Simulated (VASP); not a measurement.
Input of a VASP 6.6.1 run:

INCAR

```
ALGO     = Normal         # electronic algorithm
EDIFF    = 1E-6           # SCF threshold, eV
EDIFFG   = -0.01          # ionic threshold
ENCUT    = 600            # plane-wave cutoff, eV
IBRION   = 2              # ionic algorithm
ISIF     = 3              # what is computed and relaxed
ISMEAR   = 0              # smearing method
KPAR     = 4            
LASPH    = T              # aspherical terms in the spheres
LATTICE_CONSTRAINTS= .TRUE. .TRUE. .FALSE.
LCHARG   = F              # write CHGCAR
LREAL    = F              # projectors in reciprocal space
LWAVE    = F              # write WAVECAR
NELM     = 80             # most SCF steps
NSW      = 90             # ionic steps
PREC     = Accurate       # precision mode
SIGMA    = 0.03           # smearing width, eV
```

Contents of KPOINTS:

```
k-points
0
Gamma
  9 9 1
```

POSCAR

```
SnSe2
1.0
    3.8110000000      0.0000000000      0.0000000000
   -1.9055000000      3.3004228100      0.0000000000
    0.0000000000      0.0000000000     39.4637280000
Se Sn
8 4
Direct
    0.6666666700      0.3333333300      0.2280575200
    0.3333333300      0.6666666700      0.3054888300
    0.6666666700      0.3333333300      0.3835420700
    0.3333333300      0.6666666700      0.4609733800
    0.6666666700      0.3333333300      0.5390266200
    0.3333333300      0.6666666700      0.6164579300
    0.6666666700      0.3333333300      0.6945111700
    0.3333333300      0.6666666700      0.7719424800
    0.0000000000      0.0000000000      0.2667731700
    0.0000000000      0.0000000000      0.4222577200
    0.0000000000      0.0000000000      0.5777422800
    0.0000000000      0.0000000000      0.7332268300
```

Potentials or basis: VASP PAW LDA potentials, release 64 (Se, Sn_d).

The run is started by

```bash
$ cat potpaw_LDA.64/Se/POTCAR potpaw_LDA.64/Sn_d/POTCAR > POTCAR
$ mpirun -np 4 vasp_std > vasp.out
```

(1) Estimate the space group after relaxing (to 0.05 Å).

(2) Predict the relaxed cell.

Answers

(1) P-3m1 (No. 164).

(2) a = 3.798 Å, b = 3.798 Å, c = 39.464 Å, α = 90.00°, β = 90.00°, γ = 120.00°.
